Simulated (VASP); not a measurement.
# LiH in VASP: further runs, part 2 of 2

VASP 6.6.1. Earlier steps stand in the parts before.

**3. Single point, PBE**

INCAR reads:

```
SYSTEM = LiH
  PREC = Accurate
  ENCUT = 520
  EDIFF = 1E-6
  ISMEAR = 0
  SIGMA = 0.02
  LREAL = .FALSE.
  LASPH = .TRUE.
  NELM = 80
  ALGO = Normal
  ISIF = 2
  LWAVE = .FALSE.
  LCHARG = .TRUE.
  LDIPOL = .TRUE.
  IDIPOL = 3
  DIPOL = 0.5 0.5 0.294
  GGA = PE
  LELF = .TRUE.
  LVHAR = .TRUE.
  LVACPOTAV = .TRUE.
  NBANDS = 9
```

KPOINTS reads:

```
Automatic mesh
0
G
  10 10 1
  0 0 0
```

POSCAR reads:

```
LiH
1.0
    2.6905426333      0.0000000000      0.0000000000
    0.0000000000      2.6905426333      0.0000000000
    0.0000000000      0.0000000000     23.8000000000
Li H
1 1
Direct
    0.5000000000      0.5000000000      0.2941176471
    0.0000000000      0.0000000000      0.2941176471
```

Potentials or basis: VASP PAW PBE potentials, release 64 (Li_sv, H).

The run is started by

```bash
cat potpaw_PBE.64/Li_sv/POTCAR potpaw_PBE.64/H/POTCAR > POTCAR
mpirun -np 1 vasp_std > vasp.out
```

OUTCAR:

```text
SYSTEM = LiH
   PREC = Accurate
   ENCUT = 520
   EDIFF = 1E-6
   ISMEAR = 0
   LREAL = .FALSE.
   LASPH = .TRUE.
   NELM = 80
   ISIF = 2
   GGA = PE

 ion  position               nearest neighbor table
   1  0.500  0.500  0.294-
   2  0.000  0.000  0.294-

  LATTYP: Found a simple tetragonal cell.
 ALAT       =     2.6905426333
 C/A-ratio  =     8.8457992471

  Lattice vectors:

 A1 = (   2.6905426333,   0.0000000000,   0.0000000000)
 A2 = (   0.0000000000,   2.6905426333,   0.0000000000)
 A3 = (   0.0000000000,   0.0000000000,  23.8000000000)

Analysis of symmetry for initial positions (statically):
=====================================================================
 Subroutine PRICEL returns:
 Original cell was already a primitive cell.

 Routine SETGRP: Setting up the symmetry group for a
 simple tetragonal supercell.

 Subroutine GETGRP returns: Found 16 space group operations
 (whereof  8 operations were pure point group operations)
 out of a pool of 16 trial point group operations.

The static configuration has the point symmetry C_4v.
 The point group associated with its full space group is D_4h.

Analysis of symmetry for dynamics (positions and initial velocities):
=====================================================================
 Subroutine PRICEL returns:
 Original cell was already a primitive cell.

 Routine SETGRP: Setting up the symmetry group for a
 simple tetragonal supercell.

 Subroutine GETGRP returns: Found 16 space group operations
 (whereof  8 operations were pure point group operations)
 out of a pool of 16 trial point group operations.

The dynamic configuration has the point symmetry C_4v.
 The point group associated with its full space group is D_4h.

 Subroutine INISYM returns: Found 16 space group operations
 (whereof  8 operations are pure point group operations),
 and found     1 'primitive' translations

----------------------------------------------------------------------------------------

                                     Primitive cell

  volume of cell :     172.2887

  direct lattice vectors                    reciprocal lattice vectors
     2.690542633  0.000000000  0.000000000     0.371672237  0.000000000  0.000000000
     0.000000000  2.690542633  0.000000000     0.000000000  0.371672237  0.000000000
     0.000000000  0.000000000 23.800000000     0.000000000  0.000000000  0.042016807

  length of vectors
     2.690542633  2.690542633 23.800000000     0.371672237  0.371672237  0.042016807

  position of ions in fractional coordinates (direct lattice)
     0.500000000  0.500000000  0.294117647
     0.000000000  0.000000000  0.294117647

  ion indices of the primitive-cell ions
   primitive index   ion index
                 1           1
                 2           2

----------------------------------------------------------------------------------------

 KPOINTS: Automatic mesh

Automatic generation of k-mesh.
 Grid dimensions read from file:
 generate k-points for:   10   10    1

 Generating k-lattice:

  Cartesian coordinates                     Fractional coordinates (reciprocal lattice)
     0.037167224  0.000000000  0.000000000     0.100000000  0.000000000  0.000000000
     0.000000000  0.037167224  0.000000000     0.000000000  0.100000000  0.000000000
[... 38 lines left out ...]
   total plane-waves  NPLWV =  72000
   dimension x,y,z NGX =    20 NGY =   20 NGZ =  180
   dimension x,y,z NGXF=    40 NGYF=   40 NGZF=  360
   ions per type =               1   1
   NGX,Y,Z   is equivalent  to a cutoff of  12.36, 12.36, 12.57 a.u.
   NGXF,Y,Z  is equivalent  to a cutoff of  24.72, 24.72, 25.15 a.u.
 SYSTEM =  LiH
   PREC   = accura    normal or accurate (medium, high low for compatibility)
   ISTART =      0    job   : 0-new  1-cont  2-samecut
   ICHARG =      2    charge: 1-file 2-atom 10-const
   ISPIN  =      1    spin polarized calculation?
   LNONCOLLINEAR =      F non collinear calculations
   LSORBIT =      F    spin-orbit coupling
   LASPH  =      T    aspherical Exc in radial PAW
   ENCUT  =  520.0 eV  38.22 Ry    6.18 a.u.   5.00  5.00 44.25*2*pi/ulx,y,z
   NELM   =     80;   NELMIN=  2; NELMDL= -5     # of ELM steps
   EDIFF  = 0.1E-05   stopping-criterion for ELM
   LREAL  =      F    real-space projection
   EDIFFG = 0.1E-04   stopping-criterion for IOM
   NSW    =      0    number of steps for IOM
   IBRION =     -1    ionic relax: 0-MD 1-quasi-New 2-CG
   NFREE  =      0    steps in history (QN), initial steepest desc. (CG)
   ISIF   =      2    stress and relaxation
   ISYM   =      2    0-nonsym 1-usesym 2-fastsym
   POTIM  = 0.5000    time-step for ionic-motion
   TEBEG  =    0.0;   TEEND  =   0.0 temperature during run
   PSTRESS=    0.0 pullay stress
   NELECT =       4.0000    total number of electrons
   NUPDOWN=      -1.0000    fix difference up-down
   EMIN   =  10.00;   EMAX   =-10.00  energy-range for DOS
   EFERMI =   0.00;   METHOD = LEGACY
   ISMEAR =     0;   SIGMA  =   0.02  broadening in eV -4-tet -1-fermi 0-gaus
   EFERMI_NEDOS =   21; number of points for ismear=-14 and -15
   IALGO  =     38    algorithm
   IMIX   =      4    mixing-type and parameters
     AMIX     =   0.40;   BMIX     =  1.00
     AMIX_MAG =   1.60;   BMIX_MAG =  1.00
  volume/ion in A,a.u.               =      86.14       581.33
  Fermi-wavevector in a.u.,A,eV,Ry     =   0.467028  0.882554  2.967632  0.218115
  Thomas-Fermi vector in A             =   1.457220
   LORBIT       =      0    0 simple, 1 ext, 2 COOP (PROOUT), +10 PAW based schemes
   GGA     = PE    functional components
   LHFCALC =     F    Hartree Fock is set to
   AEXX    =    0.0000 exact exchange contribution
   IVDW    =     0    specifies the selected vdW correction
   LEPSILON=     F    determine dielectric tensor
   LRPA    =     F    only Hartree local field effects (RPA)
 non-spin polarized calculation
 Gauss-broadening in eV      SIGMA  =   0.02
  energy-cutoff  :      520.00
  volume of cell :      172.29
 maximum number of plane-waves:      4681
   NGX = 11   NGY = 11   NGZ = 89

 dipolmoment           0.000000      0.000000     -0.000005 electrons x Angstroem

 number of electron       3.9999992 magnetization

 dipolmoment           0.000000      0.000000      0.000001 electrons x Angstroem

 Free energy of the ion-electron system (eV)
  ---------------------------------------------------
  ext. energy  EPLUGINS =         0.00000000
  ---------------------------------------------------
  free energy    TOTEN  =        -5.77358737 eV

  energy without entropy =       -5.77358737  energy(sigma->0) =       -5.77358737

 E-fermi :  -2.6733     XC(G=0):  -1.3045

 val. band max:       -2.7730423366   @ k =   0.5000   0.5000   0.0000
 cond. band min:      -1.6229112779   @ k =   0.0000   0.0000   0.0000
 fundamental gap:      1.1501310587
 Fermi energy:        -2.6733319783

 k-point     1 :       0.0000    0.0000    0.0000
  band No.  band energies     occupation
      1     -48.3259      2.00000
      2      -7.1509      2.00000
      3      -1.6229      0.00000
      4       0.1390      0.00000
      5       0.5826      0.00000
      6       0.6922      0.00000
      7       1.6842      0.00000
      8       1.6986      0.00000
      9       3.3600      0.00000
[... 229 lines left out ...]
 k-point    21 :       0.5000    0.5000    0.0000
  band No.  band energies     occupation
      1     -48.2755      2.00000
      2      -2.7730      2.00000
      3       2.1671      0.00000
      4       2.1671      0.00000
      5       7.7393      0.00000
      6       8.6763      0.00000
      7       8.8452      0.00000
      8       9.1193      0.00000
      9       9.1193      0.00000

------------------------ aborting loop because EDIFF is reached ----------------------------------------

  FORCE on cell =-STRESS in cart. coord.  units (eV):
  Direction    XX          YY          ZZ          XY          YZ          ZX
  --------------------------------------------------------------------------------------
  -------------------------------------------------------------------------------------
  Total       -0.0115118     -0.0115118     -0.0240466      0.0000000      0.0000000      0.0000000
  in kB       -0.1070529     -0.1070529     -0.2236187      0.0000000      0.0000000      0.0000000
  external PRESSURE =      -0.1459082 kB  Pullay stress =       0.0000000 kB

 VOLUME and BASIS-vectors are now :
 -----------------------------------------------------------------------------
  energy-cutoff  :      520.00
  volume of cell :      172.29
      direct lattice vectors                 reciprocal lattice vectors
     2.690542633  0.000000000  0.000000000     0.371672237  0.000000000  0.000000000
     0.000000000  2.690542633  0.000000000     0.000000000  0.371672237  0.000000000
     0.000000000  0.000000000 23.800000000     0.000000000  0.000000000  0.042016807

 POSITION                                       TOTAL-FORCE (eV/Angst)
 -----------------------------------------------------------------------------------
      1.34527      1.34527      7.00000         0.000000     -0.000000     -0.000000
      0.00000      0.00000      7.00000         0.000000      0.000000      0.000000
 -----------------------------------------------------------------------------------
    total drift:                               -0.000000      0.000000      0.000017

  FREE ENERGIE OF THE ION-ELECTRON SYSTEM (eV)
  ---------------------------------------------------
  free  energy   TOTEN  =        -5.7735873672 eV

  energy  without entropy=       -5.7735873672  energy(sigma->0) =       -5.77358737

 vacuum level on the upper side and lower side of the slab         0.408         0.408
```

stdout:

```text
POSCAR found type information on POSCAR LiH
 POSCAR found :  2 types and       2 ions
 scaLAPACK will be used
 LDA part: xc-table for (Slater+PW92), standard interpolation
 POSCAR, INCAR and KPOINTS ok, starting setup
 FFT: planning ... GRIDC
 FFT: planning ... GRID_SOFT
 FFT: planning ... GRID
 WAVECAR not read
 entering main loop
 -----------------------------------------------------------------------------
|                                                                             |
|           W    W    AA    RRRRR   N    N  II  N    N   GGGG   !!!           |
|           W    W   A  A   R    R  NN   N  II  NN   N  G    G  !!!           |
|           W    W  A    A  R    R  N N  N  II  N N  N  G       !!!           |
|           W WW W  AAAAAA  RRRRR   N  N N  II  N  N N  G  GGG   !            |
|           WW  WW  A    A  R   R   N   NN  II  N   NN  G    G                |
|           W    W  A    A  R    R  N    N  II  N    N   GGGG   !!!           |
|                                                                             |
|     Did not find any points to average over, which means that no vacuum     |
|     field-free region was found. Please increase the size of  your cell     |
|     in the dimension of the dipole correction to obtain accurate            |
|     workfunction values.                                                    |
|                                                                             |
 -----------------------------------------------------------------------------
```

Run time: 28 s. Hardware: 1 thread of Intel Xeon Platinum 8488C (Sapphire Rapids), shared host; peak memory 0.25 GiB.

What came out:

| Quantity | Value |
| --- | --- |
| Free energy | -5.7736 eV |
| Band gap on the k mesh | 1.15 eV, indirect (least direct gap 4.94 eV) |
| Ionisation potential of the upper face | 3.18 eV |

Caveat: the cutoff is under 1.25 times the usual one of these potentials, so pressure, stress and relaxed cells hold a basis-set (Pulay) error.

**4. Single point, PBE**

INCAR reads:

```
SYSTEM = LiH
PREC     = Accurate       ! precision mode
ENCUT    = 520            ! plane-wave cutoff, eV
EDIFF    = 1E-7           ! SCF threshold, eV
ISMEAR   = 0              ! smearing method
SIGMA    = 0.02           ! smearing width, eV
LREAL    = .FALSE.        ! projectors in reciprocal space
LASPH    = .TRUE.         ! aspherical terms in the spheres
NELM     = 80             ! most SCF steps
ALGO     = Fast           ! electronic algorithm
ISIF     = 2              ! what is computed and relaxed
LWAVE    = .FALSE.        ! write WAVECAR
LCHARG   = .TRUE.         ! write CHGCAR
LDIPOL   = .TRUE.       
IDIPOL   = 3            
DIPOL    = 0.5 0.5 0.294
GGA      = PE             ! functional
LELF     = .TRUE.         ! ELF
LVHAR    = .TRUE.       
LVACPOTAV= .TRUE.       
NBANDS   = 9              ! bands
```

KPOINTS reads:

```
regular mesh
0
G
  10 10 1
  0 0 0
```

POSCAR is that of step 3.

Potentials or basis: VASP PAW PBE potentials, release 64 (Li_sv, H).

The run is started by

```bash
cat potpaw_PBE.64/Li_sv/POTCAR potpaw_PBE.64/H/POTCAR > POTCAR
mpirun -np 1 vasp_std > vasp.out
```

OUTCAR:

```text
SYSTEM = LiH
   PREC = Accurate
   ENCUT = 520
   EDIFF = 1E-7
   ISMEAR = 0
   LREAL = .FALSE.
   LASPH = .TRUE.
   NELM = 80
   ISIF = 2
   GGA = PE

 ion  position               nearest neighbor table
   1  0.500  0.500  0.294-
   2  0.000  0.000  0.294-

  LATTYP: Found a simple tetragonal cell.
 ALAT       =     2.6905426333
 C/A-ratio  =     8.8457992471

  Lattice vectors:

 A1 = (   2.6905426333,   0.0000000000,   0.0000000000)
 A2 = (   0.0000000000,   2.6905426333,   0.0000000000)
 A3 = (   0.0000000000,   0.0000000000,  23.8000000000)

Analysis of symmetry for initial positions (statically):
=====================================================================
 Subroutine PRICEL returns:
 Original cell was already a primitive cell.

 Routine SETGRP: Setting up the symmetry group for a
 simple tetragonal supercell.

 Subroutine GETGRP returns: Found 16 space group operations
 (whereof  8 operations were pure point group operations)
[... 176 lines left out ...]
  band No.  band energies     occupation
      1     -48.3258      2.00000
      2      -7.1509      2.00000
      3      -1.6228      0.00000
      4       0.1465      0.00000
      5       0.5970      0.00000
      6       0.7005      0.00000
      7       1.7016      0.00000
      8       1.7022      0.00000
      9       3.9791      0.00000
[... 229 lines left out ...]
 k-point    21 :       0.5000    0.5000    0.0000
  band No.  band energies     occupation
      1     -48.2754      2.00000
      2      -2.7730      2.00000
      3       2.1671      0.00000
      4       2.1671      0.00000
      5       7.7393      0.00000
      6       8.6767      0.00000
      7       8.8453      0.00000
      8       9.1194      0.00000
      9       9.1194      0.00000

------------------------ aborting loop because EDIFF is reached ----------------------------------------

 vacuum level on the upper side and lower side of the slab       (xc-potential included)        -0.091        -0.091

  FORCE on cell =-STRESS in cart. coord.  units (eV):
  Direction    XX          YY          ZZ          XY          YZ          ZX
  --------------------------------------------------------------------------------------
  -------------------------------------------------------------------------------------
  Total       -0.0116201     -0.0116201     -0.0241377      0.0000000      0.0000000      0.0000000
  in kB       -0.1080597     -0.1080597     -0.2244654      0.0000000      0.0000000      0.0000000
  external PRESSURE =      -0.1468616 kB  Pullay stress =       0.0000000 kB

 VOLUME and BASIS-vectors are now :
 -----------------------------------------------------------------------------
  energy-cutoff  :      520.00
  volume of cell :      172.29
      direct lattice vectors                 reciprocal lattice vectors
     2.690542633  0.000000000  0.000000000     0.371672237  0.000000000  0.000000000
     0.000000000  2.690542633  0.000000000     0.000000000  0.371672237  0.000000000
     0.000000000  0.000000000 23.800000000     0.000000000  0.000000000  0.042016807

 POSITION                                       TOTAL-FORCE (eV/Angst)
 -----------------------------------------------------------------------------------
      1.34527      1.34527      7.00000         0.000000     -0.000000      0.000000
      0.00000      0.00000      7.00000         0.000000      0.000000     -0.000000
 -----------------------------------------------------------------------------------
    total drift:                               -0.000000      0.000000      0.000012

  FREE ENERGIE OF THE ION-ELECTRON SYSTEM (eV)
  ---------------------------------------------------
  free  energy   TOTEN  =        -5.7735871706 eV

  energy  without entropy=       -5.7735871706  energy(sigma->0) =       -5.77358717

 vacuum level on the upper side and lower side of the slab         0.408         0.408
```

stdout:

```text
POSCAR found type information on POSCAR LiH
 POSCAR found :  2 types and       2 ions
 scaLAPACK will be used
 LDA part: xc-table for (Slater+PW92), standard interpolation
 POSCAR, INCAR and KPOINTS ok, starting setup
 FFT: planning ... GRIDC
 FFT: planning ... GRID_SOFT
 FFT: planning ... GRID
 WAVECAR not read
 entering main loop
```

It took 45 s on 1 thread of Intel Xeon Platinum 8488C (Sapphire Rapids), shared host; peak memory 0.25 GiB.

Results:

```
Free energy                            : -5.7736 eV
Band gap on the k mesh                 : 1.15 eV, indirect (least direct gap 4.94 eV)
Ionisation potential of the upper face : 3.18 eV
```

Caveat: the cutoff is under 1.25 times the usual one of these potentials, so pressure, stress and relaxed cells hold a basis-set (Pulay) error.
